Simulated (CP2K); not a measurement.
# Cs (Fm-3m) in CP2K: notebook

Runs on Cs. Level: r2SCAN. Tasks: single point, equation of state.

Everything below comes from runs of CP2K 2026.2. Logs are shortened: lines on timing, memory, paths and dates and some standing lists are left out, and cuts for length are marked.

## 1. The structure

The structure is cubic, space group Fm-3m (No. 225). Conventional cell: a = 7.897 Å, b = 7.897 Å, c = 7.897 Å, α = 90.00°, β = 90.00°, γ = 90.00°.

This isn't the form of Cs at room conditions, which is bcc.

## 2. Single point, r2SCAN, 123.10 Å³/atom

Input file cs_eos.inp:

```
&GLOBAL
  PROJECT cs_eos
  RUN_TYPE ENERGY_FORCE
  PRINT_LEVEL LOW
&END GLOBAL
&FORCE_EVAL
  METHOD QS
  STRESS_TENSOR ANALYTICAL
  &DFT
    BASIS_SET_FILE_NAME BASIS_MOLOPT_UZH
    POTENTIAL_FILE_NAME POTENTIAL_UZH
    &MGRID
      CUTOFF 675
      REL_CUTOFF 60
      NGRIDS 5
    &END MGRID
    &QS
      METHOD GPW
      EPS_DEFAULT 1.0E-9
    &END QS
    &KPOINTS
      SCHEME MONKHORST-PACK 6 6 6
      GAMMA_CENTERED T
      SYMMETRY T
      SYMMETRY_BACKEND SPGLIB
    &END KPOINTS
    &SCF
      SCF_GUESS ATOMIC
      EPS_SCF 1.0E-6
      MAX_SCF 100
      ADDED_MOS 8
      CHOLESKY OFF
      EPS_EIGVAL 1.0E-7
      &DIAGONALIZATION ON
        ALGORITHM STANDARD
      &END DIAGONALIZATION
      &MIXING ON
        METHOD BROYDEN_MIXING
        ALPHA 0.4
        BETA 1.5
        NBUFFER 8
      &END MIXING
      &SMEAR ON
        METHOD FERMI_DIRAC
        ELECTRONIC_TEMPERATURE [K] 580.226
      &END SMEAR
    &END SCF
    &XC
      &XC_FUNCTIONAL
        &MGGA_X_R2SCAN
        &END MGGA_X_R2SCAN
        &MGGA_C_R2SCAN
        &END MGGA_C_R2SCAN
      &END XC_FUNCTIONAL
    &END XC
    &PRINT
      &KPOINTS ON
      &END KPOINTS
      &MULLIKEN ON
      &END MULLIKEN
      &MO ON
        ENERGIES T
        OCCUPATION_NUMBERS T
        &EACH
          QS_SCF 0
        &END EACH
        ADD_LAST NUMERIC
      &END MO
    &END PRINT
  &END DFT
  &SUBSYS
    &CELL
      A 5.5837899523 0.0000000000 0.0000000000
      B 2.7918949762 4.8357039481 0.0000000000
      C 2.7918949762 1.6119013160 4.5591454047
      PERIODIC XYZ
    &END CELL
    &COORD
      SCALED
      Cs  0.0000000000 0.0000000000 0.0000000000
    &END COORD
    &KIND Cs
      BASIS_SET TZVP-MOLOPT-SCAN-GTH-q9
      POTENTIAL GTH-SCAN-q9
    &END KIND
    &PRINT
      &ATOMIC_COORDINATES ON
      &END ATOMIC_COORDINATES
      &CELL ON
      &END CELL
      &SYMMETRY ON
      &END SYMMETRY
    &END PRINT
  &END SUBSYS
  &PRINT
    &FORCES ON
    &END FORCES
    &STRESS_TENSOR ON
    &END STRESS_TENSOR
  &END PRINT
&END FORCE_EVAL
```

Potentials or basis: POTENTIAL_UZH Cs GTH-SCAN-q9; TZVP-MOLOPT-SCAN-GTH basis.

Launch:

```bash
$ OMP_NUM_THREADS=1 cp2k.psmp -i cs_eos.inp -o cs_eos.out
```

cs_eos.out:

```text

 CP2K| version string:                                       CP2K version 2026.2
 CP2K| Input file name                                                cs_eos.inp

 GLOBAL| Force Environment number                                              1
 GLOBAL| Basis set file name                                    BASIS_MOLOPT_UZH
 GLOBAL| Potential file name                                       POTENTIAL_UZH
 GLOBAL| MM Potential file name                                     MM_POTENTIAL
 GLOBAL| Coordinate file name                                      __STD_INPUT__
 GLOBAL| Method name                                                        CP2K
 GLOBAL| Project name                                                     cs_eos
 GLOBAL| Run type                                                   ENERGY_FORCE
 GLOBAL| FFT library                                                       FFTW3
[... 6 lines left out ...]
 GLOBAL| Total number of message passing processes                             1
 GLOBAL| Number of threads for this process                                    1
 GLOBAL| CPU model name                                                  UNKNOWN

 CELL| Volume [angstrom^3]:                                           123.104016
 CELL| Vector a [angstrom]:       5.584     0.000     0.000   |a| =     5.583790
 CELL| Vector b [angstrom]:       2.792     4.836     0.000   |b| =     5.583790
 CELL| Vector c [angstrom]:       2.792     1.612     4.559   |c| =     5.583790
 CELL| Angle (b,c), alpha [degree]:                                    60.000000
 CELL| Angle (a,c), beta  [degree]:                                    60.000000
 CELL| Angle (a,b), gamma [degree]:                                    60.000000
 CELL| Numerically orthorhombic:                                              NO
 CELL| Periodicity                                                           XYZ

 CELL_REF| Volume [angstrom^3]:                                       123.104016
 CELL_REF| Vector a [angstrom     5.584     0.000     0.000   |a| =     5.583790
 CELL_REF| Vector b [angstrom     2.792     4.836     0.000   |b| =     5.583790
 CELL_REF| Vector c [angstrom     2.792     1.612     4.559   |c| =     5.583790
 CELL_REF| Angle (b,c), alpha [degree]:                                60.000000
 CELL_REF| Angle (a,c), beta  [degree]:                                60.000000
 CELL_REF| Angle (a,b), gamma [degree]:                                60.000000
 CELL_REF| Numerically orthorhombic:                                          NO
 CELL_REF| Periodicity                                                       XYZ
[... 9 lines left out ...]
 TOTAL NUMBERS AND MAXIMUM NUMBERS

  Total number of            - Atomic kinds:                                   1
                             - Atoms:                                          1
                             - Shell sets:                                     1
                             - Shells:                                         8
                             - Primitive Cartesian functions:                  6
                             - Cartesian basis functions:                     19
[... 105 lines left out ...]
  Core density on regular grids:                8.9999999877       -0.0000000123
  Total charge density on r-space grids:       -0.0000000107
  Total charge density g-space grids:          -0.0000000107

  Overlap energy of the core charge distribution:               0.00000000000000
  Self energy of the core charge distribution:                -42.22444233779138
  Core Hamiltonian energy:                                      8.17151575761539
  Hartree energy:                                              17.07350278576472
  Exchange-correlation energy:                                 -3.14915832261965
  Electronic entropic energy:                                  -0.00037944555907
  Fermi energy:                                                 0.05575357564261

  Total energy:                                               -20.12896156334202
  Total energy (extrapolated to T->0):                        -20.12877184056248

 MO| EIGENVALUES AND OCCUPATION NUMBERS FOR K POINT 1
 MO|
 MO|  Index      Eigenvalue [a.u.]        Eigenvalue [eV]             Occupation
 MO|      1              -0.855667             -23.283894               2.000000
 MO|      2              -0.359094              -9.771443               2.000000
 MO|      3              -0.356383              -9.697674               2.000000
 MO|      4              -0.356383              -9.697674               2.000000
 MO|      5               0.030874               0.840124               1.999997
 MO|      6               0.108846               2.961860               0.000000
 MO|      7               0.167903               4.568884               0.000000
 MO|      8               0.167903               4.568884               0.000000
 MO|      9               0.213280               5.803650               0.000000
 MO|     10               0.213280               5.803650               0.000000
 MO|     11               0.265856               7.234304               0.000000
 MO|     12               0.356764               9.708040               0.000000
 MO|     13               0.356764               9.708040               0.000000
[... 235 lines left out ...]
 MO|      2              -0.355972              -9.686487               2.000000
 MO|      3              -0.355972              -9.686487               2.000000
 MO|      4              -0.355972              -9.686487               2.000000
 MO|      5              -0.007562              -0.205773               2.000000
 MO|      6               0.167714               4.563721               0.000000
 MO|      7               0.167714               4.563721               0.000000
 MO|      8               0.167714               4.563721               0.000000
 MO|      9               0.203826               5.546377               0.000000
 MO|     10               0.203826               5.546377               0.000000
 MO|     11               0.386445              10.515691               0.000000
 MO|     12               0.386445              10.515691               0.000000
 MO|     13               0.386445              10.515695               0.000000
 MO| Sum:                                                              10.000000
 MO| E(Fermi):            0.055754 a.u.          1.517132 eV

 [... the levels of further k-points ...]

 !-----------------------------------------------------------------------------!
                     Mulliken Population Analysis

 #  Atom  Element  Kind  Atomic population                           Net charge
       1     Cs       1          9.000000                              0.000000
 # Total charge                              9.000000                  0.000000

 !-----------------------------------------------------------------------------!

 ENERGY| Total FORCE_EVAL ( QS ) energy [hartree]            -20.128961578443942

 FORCES| Atomic forces [hartree/bohr]
 FORCES|   Atom     x               y               z               |f|
 FORCES|      1  3.61016363E-14  3.47594463E-14 -1.92273932E-14   5.36771823E-14
 FORCES| Sum     3.61016363E-14  3.47594463E-14 -1.92273932E-14
 FORCES| Total atomic force                                       5.36771823E-14

 STRESS| Analytical stress tensor [bar]
 STRESS|                        x                   y                   z
 STRESS|      x        3.16059122737E+02   2.85789175581E-02   2.01814120180E-02
 STRESS|      y        2.85789175581E-02   3.16026575723E+02   1.14906335754E-02
 STRESS|      z        2.01814120180E-02   1.14906335754E-02   3.16017732670E+02
 STRESS| 1/3 Trace                                             3.16034477044E+02
 STRESS| Determinant                                           3.15648247673E+07

 STRESS| Eigenvectors and eigenvalues of the analytical stress tensor [bar]
 STRESS|                        1                   2                   3
 STRESS| Eigenvalues   3.16009497398E+02   3.16010045340E+02   3.16083888393E+02
 STRESS|      x          -0.459593735732     -0.350126489684      0.816201592315
 STRESS|      y           0.184582506547      0.861288650850      0.473403800359
 STRESS|      z           0.868736379089     -0.368229956874      0.331215643514
```

Run time: 23 s. Hardware: 1 thread of Arm Neoverse V2, shared host; peak memory 0.63 GiB.

What came out:

```yaml
Free_energy: -547.7369 eV
Pressure: 0.0 GPa
Band_gap_on_the_k_mesh: none (metal or under the smearing width)
```

Caveat: the basis of atomic orbitals isn't converged, which shifts pressures, moduli and gaps.

## 3. Single point, r2SCAN, 120.64 Å³/atom (volume scaled by 0.98)

cs_eos.inp, as its differences from that of step 2:

```diff
@@ -11,2 +11,3 @@
     POTENTIAL_FILE_NAME POTENTIAL_UZH
+    WFN_RESTART_FILE_NAME previous-RESTART.kp
     &MGRID
@@ -27,3 +28,3 @@
     &SCF
-      SCF_GUESS ATOMIC
+      SCF_GUESS RESTART
       EPS_SCF 1.0E-6
@@ -72,5 +73,5 @@
     &CELL
-      A 5.5837899523 0.0000000000 0.0000000000
-      B 2.7918949762 4.8357039481 0.0000000000
-      C 2.7918949762 1.6119013160 4.5591454047
+      A 5.5463137228 0.0000000000 0.0000000000
+      B 2.7731568614 4.8032485813 0.0000000000
+      C 2.7731568614 1.6010828604 4.5285461914
       PERIODIC XYZ
```

Potentials or basis: POTENTIAL_UZH Cs GTH-SCAN-q9; TZVP-MOLOPT-SCAN-GTH basis.

Launch:

```bash
$ OMP_NUM_THREADS=1 cp2k.psmp -i cs_eos.inp -o cs_eos.out
```

Wall time 16 s (1 thread of Arm Neoverse V2, shared host); peak memory 0.63 GiB.

Results (log left out):

```yaml
Free_energy: -547.7361 eV
Pressure: 0.1 GPa
Band_gap_on_the_k_mesh: none (metal or under the smearing width)
```

Caveat: the basis of atomic orbitals isn't converged, which shifts pressures, moduli and gaps.

## 4. Single point, r2SCAN, 125.57 Å³/atom (volume scaled by 1.02)

cs_eos.inp, as its differences from that of step 3:

```diff
@@ -73,5 +73,5 @@
     &CELL
-      A 5.5463137228 0.0000000000 0.0000000000
-      B 2.7731568614 4.8032485813 0.0000000000
-      C 2.7731568614 1.6010828604 4.5285461914
+      A 5.6207697714 0.0000000000 0.0000000000
+      B 2.8103848857 4.8677294109 0.0000000000
+      C 2.8103848857 1.6225764703 4.5893393006
       PERIODIC XYZ
```

Launch:

```bash
$ OMP_NUM_THREADS=1 cp2k.psmp -i cs_eos.inp -o cs_eos.out
```

It took 16 s on 1 thread of Arm Neoverse V2, shared host; peak memory 0.63 GiB.

The run converged. Its results:

```
Free energy            : -547.7371 eV
Pressure               : 0.0 GPa
Band gap on the k mesh : none (metal or under the smearing width)
```

Caveat: the basis of atomic orbitals isn't converged, which shifts pressures, moduli and gaps.

## 5. Single point, r2SCAN, 118.18 Å³/atom (volume scaled by 0.96)

cs_eos.inp, as its differences from that of step 4:

```diff
@@ -73,5 +73,5 @@
     &CELL
-      A 5.6207697714 0.0000000000 0.0000000000
-      B 2.8103848857 4.8677294109 0.0000000000
-      C 2.8103848857 1.6225764703 4.5893393006
+      A 5.5083240804 0.0000000000 0.0000000000
+      B 2.7541620402 4.7703485859 0.0000000000
+      C 2.7541620402 1.5901161953 4.4975277783
       PERIODIC XYZ
```

Launch:

```bash
$ OMP_NUM_THREADS=1 cp2k.psmp -i cs_eos.inp -o cs_eos.out
```

It took 19 s on 1 thread of Arm Neoverse V2, shared host; peak memory 0.63 GiB.

Results (log left out):

```
Free energy            : -547.7346 eV
Pressure               : 0.1 GPa
Band gap on the k mesh : none (metal or under the smearing width)
```

Caveat: the basis of atomic orbitals isn't converged, which shifts pressures, moduli and gaps.

## 6. Single point, r2SCAN, 128.03 Å³/atom (volume scaled by 1.04)

cs_eos.inp, as its differences from that of step 5:

```diff
@@ -73,5 +73,5 @@
     &CELL
-      A 5.5083240804 0.0000000000 0.0000000000
-      B 2.7541620402 4.7703485859 0.0000000000
-      C 2.7541620402 1.5901161953 4.4975277783
+      A 5.6572692991 0.0000000000 0.0000000000
+      B 2.8286346496 4.8993389291 0.0000000000
+      C 2.8286346496 1.6331129763 4.6191410402
       PERIODIC XYZ
```

Potentials or basis: POTENTIAL_UZH Cs GTH-SCAN-q9; TZVP-MOLOPT-SCAN-GTH basis.

Launch:

```bash
$ OMP_NUM_THREADS=1 cp2k.psmp -i cs_eos.inp -o cs_eos.out
```

Run time: 18 s. Hardware: 1 thread of Arm Neoverse V2, shared host; peak memory 0.63 GiB.

Results (log left out):

* Free energy: -547.7367 eV
* Pressure: 0.0 GPa
* Band gap on the k mesh: none (metal or under the smearing width)

Caveat: the basis of atomic orbitals isn't converged, which shifts pressures, moduli and gaps.

## 7. Single point, r2SCAN, 115.72 Å³/atom (volume scaled by 0.94)

cs_eos.inp, as its differences from that of step 6:

```diff
@@ -73,5 +73,5 @@
     &CELL
-      A 5.6572692991 0.0000000000 0.0000000000
-      B 2.8286346496 4.8993389291 0.0000000000
-      C 2.8286346496 1.6331129763 4.6191410402
+      A 5.4698030713 0.0000000000 0.0000000000
+      B 2.7349015357 4.7369884134 0.0000000000
+      C 2.7349015357 1.5789961378 4.4660755061
       PERIODIC XYZ
```

Launch:

```bash
$ OMP_NUM_THREADS=1 cp2k.psmp -i cs_eos.inp -o cs_eos.out
```

Wall time 20 s (1 thread of Arm Neoverse V2, shared host); peak memory 0.63 GiB.

Results (log left out):

```
Free energy            : -547.7323 eV
Pressure               : 0.2 GPa
Band gap on the k mesh : none (metal or under the smearing width)
```

Caveat: the basis of atomic orbitals isn't converged, which shifts pressures, moduli and gaps.

## 8. Single point, r2SCAN, 130.49 Å³/atom (volume scaled by 1.06)

cs_eos.inp, as its differences from that of step 7:

```diff
@@ -73,5 +73,5 @@
     &CELL
-      A 5.4698030713 0.0000000000 0.0000000000
-      B 2.7349015357 4.7369884134 0.0000000000
-      C 2.7349015357 1.5789961378 4.4660755061
+      A 5.6933038331 0.0000000000 0.0000000000
+      B 2.8466519166 4.9305457509 0.0000000000
+      C 2.8466519166 1.6435152503 4.6485631139
       PERIODIC XYZ
```

Launch:

```bash
$ OMP_NUM_THREADS=1 cp2k.psmp -i cs_eos.inp -o cs_eos.out
```

Wall time 19 s (1 thread of Arm Neoverse V2, shared host); peak memory 0.63 GiB.

The run converged. Its results:

| Property | Result |
| --- | --- |
| Free energy | -547.7357 eV |
| Pressure | -0.1 GPa |
| Band gap on the k mesh | none (metal or under the smearing width) |

Caveat: the basis of atomic orbitals isn't converged, which shifts pressures, moduli and gaps.

## 9. Equation of state, r2SCAN

Potentials or basis: POTENTIAL_UZH Cs GTH-SCAN-q9; TZVP-MOLOPT-SCAN-GTH basis.

No new run: the results of the series are fitted here.

Results:

- Equilibrium volume: 125.04 Å³/atom
- Bulk modulus: 2.0 GPa
- Pressure derivative of the bulk modulus: 3.3

Energy against volume, from the lowest point:
| volume (Å³/atom) | energy (meV/atom) |
| --- | --- |
| 115.718 | 4.77 |
| 118.180 | 2.50 |
| 120.642 | 0.99 |
| 123.104 | 0.17 |
| 125.566 | 0.00 |
| 128.028 | 0.41 |
| 130.490 | 1.36 |

Caveat: the basis of atomic orbitals isn't converged, which shifts pressures, moduli and gaps. Spin-orbit coupling is left out, which matters for the levels of Cs.
